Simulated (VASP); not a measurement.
# LiSe (P4/mmm) in VASP: equation of state

Aim: energy against volume of LiSe in PBE, for its equilibrium volume and stiffness.

All numbers are computed with VASP 6.6.1; they aren't measurements. Logs are shortened: lines on timing, memory, paths and dates and some standing lists are left out, and cuts for length are marked.

## (1) The crystal as given

The structure is tetragonal, space group P4/mmm (No. 123). The conventional cell has a = 3.065 Å, b = 3.065 Å, c = 3.786 Å, α = 90.00°, β = 90.00°, γ = 90.00°. Li (site symmetry 4/mmm) has 8 Se at 2.88 Å and 4 Li at 3.06 Å as nearest neighbours. Se (site symmetry 4/mmm) has 8 Li at 2.88 Å and 4 Se at 3.06 Å as nearest neighbours.

The cell was built by a generator and needn't be a form met in nature.

## (2) Equation of state, PBE, 16.71 Å³/atom (volume scaled by 0.94)

Contents of INCAR:

```
SYSTEM = LiSe
PREC     = Accurate       ! precision mode
ENCUT    = 520            ! plane-wave cutoff, eV
EDIFF    = 1E-7           ! SCF threshold, eV
ISMEAR   = -1             ! smearing method
SIGMA    = 0.05           ! smearing width, eV
LREAL    = .False.        ! projectors in reciprocal space
LASPH    = .True.         ! aspherical terms in the spheres
NELM     = 60             ! most SCF steps
ALGO     = Normal         ! electronic algorithm
ISIF     = 2              ! what is computed and relaxed
LWAVE    = .False.        ! write WAVECAR
LCHARG   = .False.        ! write CHGCAR
GGA      = PE             ! functional
NBANDS   = 12             ! bands
```

Contents of KPOINTS:

```
regular mesh
0
Gamma
  9 9 7
  0 0 0
```

Contents of POSCAR:

```
LiSe
1.0
    3.0020102012      0.0000000000      0.0000000000
    0.0000000000      3.0020102012      0.0000000000
    0.0000000000      0.0000000000      3.7089579041
Li Se
1 1
Direct
    0.5000000000      0.5000000000      0.0000000000
    0.0000000000      0.0000000000      0.5000000000
```

Potentials or basis: VASP PAW PBE potentials, release 64 (Li_sv, Se).

Launch:

```bash
> cat potpaw_PBE.64/Li_sv/POTCAR potpaw_PBE.64/Se/POTCAR > POTCAR
> mpirun -np 1 vasp_std > vasp.out
```

OUTCAR:

```text
SYSTEM = LiSe
   PREC = Accurate
   ENCUT = 520
   EDIFF = 1E-7
   ISMEAR = -1
   LREAL = .False.
   LASPH = .True.
   NELM = 60
   ISIF = 2
   GGA = PE

 Found     60 irreducible k-points:

 Following reciprocal coordinates:
            Coordinates               Weight
  0.000000  0.000000  0.000000      1.000000
  0.111111  0.000000  0.000000      4.000000
  0.222222  0.000000  0.000000      4.000000
  0.333333  0.000000  0.000000      4.000000
  0.444444  0.000000  0.000000      4.000000
  0.111111  0.111111  0.000000      4.000000
   k-points           NKPTS =     60   k-points in BZ     NKDIM =     60   number of bands    NBANDS=     12
   number of dos      NEDOS =    301   number of ions     NIONS =      2
   total plane-waves  NPLWV =  16128
   dimension x,y,z NGX =    24 NGY =   24 NGZ =   28
   dimension x,y,z NGXF=    48 NGYF=   48 NGZF=   56
   ions per type =               1   1
   NGX,Y,Z   is equivalent  to a cutoff of  13.29, 13.29, 12.55 a.u.
   NGXF,Y,Z  is equivalent  to a cutoff of  26.58, 26.58, 25.10 a.u.
 SYSTEM =  LiSe
   PREC   = accura    normal or accurate (medium, high low for compatibility)
   ISTART =      0    job   : 0-new  1-cont  2-samecut
   ICHARG =      2    charge: 1-file 2-atom 10-const
   ISPIN  =      1    spin polarized calculation?
   LNONCOLLINEAR =      F non collinear calculations
   LSORBIT =      F    spin-orbit coupling
   LASPH  =      T    aspherical Exc in radial PAW
   ENCUT  =  520.0 eV  38.22 Ry    6.18 a.u.   5.58  5.58  6.90*2*pi/ulx,y,z
   NELM   =     60;   NELMIN=  2; NELMDL= -5     # of ELM steps
   EDIFF  = 0.1E-06   stopping-criterion for ELM
   LREAL  =      F    real-space projection
   EDIFFG = 0.1E-05   stopping-criterion for IOM
   NSW    =      0    number of steps for IOM
   IBRION =     -1    ionic relax: 0-MD 1-quasi-New 2-CG
   NFREE  =      0    steps in history (QN), initial steepest desc. (CG)
   ISIF   =      2    stress and relaxation
   ISYM   =      2    0-nonsym 1-usesym 2-fastsym
   POTIM  = 0.5000    time-step for ionic-motion
   TEBEG  =    0.0;   TEEND  =   0.0 temperature during run
   PSTRESS=    0.0 pullay stress
   NELECT =       9.0000    total number of electrons
   NUPDOWN=      -1.0000    fix difference up-down
   EMIN   =  10.00;   EMAX   =-10.00  energy-range for DOS
   EFERMI =   0.00;   METHOD = LEGACY
   ISMEAR =    -1;   SIGMA  =   0.05  broadening in eV -4-tet -1-fermi 0-gaus
   EFERMI_NEDOS =   21; number of points for ismear=-14 and -15
   IALGO  =     38    algorithm
   IMIX   =      4    mixing-type and parameters
     AMIX     =   0.40;   BMIX     =  1.00
     AMIX_MAG =   1.60;   BMIX_MAG =  1.00
  volume/ion in A,a.u.               =      16.71       112.78
  Fermi-wavevector in a.u.,A,eV,Ry     =   1.057135  1.997695 15.204965  1.117533
  Thomas-Fermi vector in A             =   2.192396
   LORBIT       =      0    0 simple, 1 ext, 2 COOP (PROOUT), +10 PAW based schemes
   GGA     = PE    functional components
   LHFCALC =     F    Hartree Fock is set to
   AEXX    =    0.0000 exact exchange contribution
   IVDW    =     0    specifies the selected vdW correction
   LEPSILON=     F    determine dielectric tensor
   LRPA    =     F    only Hartree local field effects (RPA)
 non-spin polarized calculation
  energy-cutoff  :      520.00
  volume of cell :       33.43
 maximum number of plane-waves:       918
 NGX is ok and might be reduce to    24
   NGX = 11   NGY = 11   NGZ = 13

 number of electron       9.0000001 magnetization

 Free energy of the ion-electron system (eV)
  ---------------------------------------------------
  ext. energy  EPLUGINS =         0.00000000
  ---------------------------------------------------
  free energy    TOTEN  =        -6.87331624 eV

  energy without entropy =       -6.86896777  energy(sigma->0) =       -6.87114200

 E-fermi :   4.3152     XC(G=0):  -9.4863

 val. band max:        4.2545354405   @ k =   0.2222   0.1111   0.1429
 cond. band min:       4.3588932053   @ k =   0.1111   0.1111   0.4286
 fundamental gap:      0.1043577649
 Fermi energy:         4.3151708263

 k-point     1 :       0.0000    0.0000    0.0000
  band No.  band energies     occupation
      1     -42.3048      2.00000
      2     -10.3169      2.00000
      3       1.5003      2.00000
      4       5.0118      0.00000
      5       5.0118      0.00000
      6       6.9942      0.00000
      7      11.3017      0.00000
      8      11.3507      0.00000
      9      16.0495      0.00000
     10      17.3504      0.00000
     11      17.3504      0.00000
     12      20.0609      0.00000

 k-point     2 :       0.1111    0.0000    0.0000
  band No.  band energies     occupation
      1     -42.3039      2.00000
      2     -10.1780      2.00000
      3       1.6525      2.00000
      4       3.6982      1.99999
      5       5.1366      0.00000
      6       7.1084      0.00000
      7      11.4741      0.00000
      8      12.9335      0.00000
      9      14.9824      0.00000
     10      16.6981      0.00000
     11      17.1894      0.00000
     12      20.0226      0.00000

 k-point     3 :       0.2222    0.0000    0.0000
  band No.  band energies     occupation
      1     -42.3015      2.00000
      2      -9.7878      2.00000
      3       1.4785      2.00000
      4       2.0823      2.00000
      5       5.4800      0.00000
      6       7.3671      0.00000
      7      11.9093      0.00000
      8      12.9220      0.00000
      9      14.6658      0.00000
     10      16.5025      0.00000
     11      16.9882      0.00000
     12      20.4693      0.00000

 k-point     4 :       0.3333    0.0000    0.0000
  band No.  band energies     occupation
      1     -42.2989      2.00000
      2      -9.2495      2.00000
      3      -0.4517      2.00000
      4       2.6847      2.00000
      5       5.9335      0.00000
      6       7.6981      0.00000
      7      11.0117      0.00000
      8      12.5433      0.00000
      9      13.8242      0.00000
     10      15.3872      0.00000
     11      18.5411      0.00000
     12      21.0765      0.00000

 k-point     5 :       0.4444    0.0000    0.0000
  band No.  band energies     occupation
      1     -42.2971      2.00000
      2      -8.8101      2.00000
      3      -1.6155      2.00000
      4       3.1902      2.00000
      5       6.2816      0.00000
      6       7.9532      0.00000
      7       9.8151      0.00000
      8      12.8038      0.00000
      9      13.6112      0.00000
     10      14.5670      0.00000
     11      17.2259      0.00000
     12      22.0512      0.00000

 k-point     6 :       0.1111    0.1111    0.0000
  band No.  band energies     occupation
      1     -42.3030      2.00000
      2     -10.0387      2.00000
      3       1.8032      2.00000
      4       3.7990      1.99993
      5       3.8507      1.99982
      6       7.2439      0.00000
      7      12.9969      0.00000
      8      13.0818      0.00000
      9      14.5108      0.00000
     10      16.3792      0.00000
     11      16.7012      0.00000
     12      18.1954      0.00000

 [... further k-points ...]

------------------------ aborting loop because EDIFF is reached ----------------------------------------

  FORCE on cell =-STRESS in cart. coord.  units (eV):
  Direction    XX          YY          ZZ          XY          YZ          ZX
  --------------------------------------------------------------------------------------
  -------------------------------------------------------------------------------------
  Total        0.7371176      0.7371176      0.5494922      0.0000000      0.0000000      0.0000000
  in kB       35.3322380     35.3322380     26.3387943      0.0000000      0.0000000      0.0000000
  external PRESSURE =      32.3344235 kB  Pullay stress =       0.0000000 kB

 VOLUME and BASIS-vectors are now :
 -----------------------------------------------------------------------------
  energy-cutoff  :      520.00
  volume of cell :       33.43
      direct lattice vectors                 reciprocal lattice vectors
     3.002010201  0.000000000  0.000000000     0.333110127  0.000000000  0.000000000
     0.000000000  3.002010201  0.000000000     0.000000000  0.333110127  0.000000000
     0.000000000  0.000000000  3.708957904     0.000000000  0.000000000  0.269617511

 POSITION                                       TOTAL-FORCE (eV/Angst)
 -----------------------------------------------------------------------------------
      1.50101      1.50101      0.00000         0.000000      0.000000      0.000000
      0.00000      0.00000      1.85448         0.000000      0.000000      0.000000
 -----------------------------------------------------------------------------------
    total drift:                                0.000000     -0.000000     -0.000000

  FREE ENERGIE OF THE ION-ELECTRON SYSTEM (eV)
  ---------------------------------------------------
  free  energy   TOTEN  =        -6.8733162350 eV

  energy  without entropy=       -6.8689677730  energy(sigma->0) =       -6.87114200
```

Wall time 7.3 s (1 thread of Intel Xeon 6975P-C (Granite Rapids), shared host); peak memory 0.15 GiB.

What came out:

| Property | Result |
| --- | --- |
| Free energy | -6.8733 eV |
| Band gap on the k mesh | none (metal or under the smearing width) |

Caveat: the cutoff is under 1.25 times the usual one of these potentials, so pressure, stress and relaxed cells hold a basis-set (Pulay) error.

(Continued in part 2 of 2.)
